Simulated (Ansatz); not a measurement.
## Step by step: Si, atoms shaken at random, then relaxed in the fixed cell

All numbers below come from DFT, LDA, all-electron LAPW, scalar-relativistic in Ansatz 0.2.0.

Command: `ansatz run input.yaml --threads 1 --pin off --max-ram 2048MiB --backend cpu --events-out ev --progress --plain --runs-dir out` The run took about 41 s on 1 thread of a shared machine.

```yaml
crystal:
  lattice:
    - [0.0, 2.71356, 2.71356]
    - [2.71356, 0.0, 2.71356]
    - [2.71356, 2.71356, 0.0]
  atoms:
    - { symbol: Si, position: [0.74479063, 0.75596142, 0.73405312] }
    - { symbol: Si, position: [0.49871124, 0.48495309, 0.50893199] }
kpoints:
  mp_grid: { grid: [7, 7, 7] }
scf:
  occupations: { method: fermi_dirac, width: 0.05 }
hamiltonian:
  xc: lda
  pseudopotentials: { kind: all_electron, lapw: { basis_error: 0.001 } }
output:
  forces: true
  stress: true
relax:
  f_tol: 0.01
  max_steps: 80
```

The geometry is COD entry 2102763, unchecked; take it as a test cell. It differs from other determinations. The listed cell was then made from it by scaling, straining or moving an atom.

Each frame lists Cartesian positions (Å) and forces (eV/Å). Free energies count from the first step, -15730.3018 eV.

The walk took 4 evaluations in all; steps that aren't listed are left out.

Step 1: E = 0.0 meV

```
Si    4.0432    4.0129    4.0724     0.000   0.989  -0.572
Si    2.6970    2.7343    2.6692     0.000  -0.989   0.572
```

Step 2: E = -49.6 meV

```
Si    4.0487    4.0420    4.0549    -0.013   0.263  -0.150
Si    2.6915    2.7052    2.6867     0.013  -0.263   0.150
```

**Question.** How does the relaxation end?

**Answer.** It converges, with a = 5.427 Å, b = 5.427 Å, c = 5.427 Å, α = 90.00°, β = 90.00°, γ = 90.00° (conventional cell, space group Fd-3m). The last solve (at the final positions) gives E = -53.1 meV:
```
Si    4.0484    4.0520    4.0492     0.001   0.001  -0.001
Si    2.6918    2.6953    2.6924    -0.001  -0.001   0.001
```
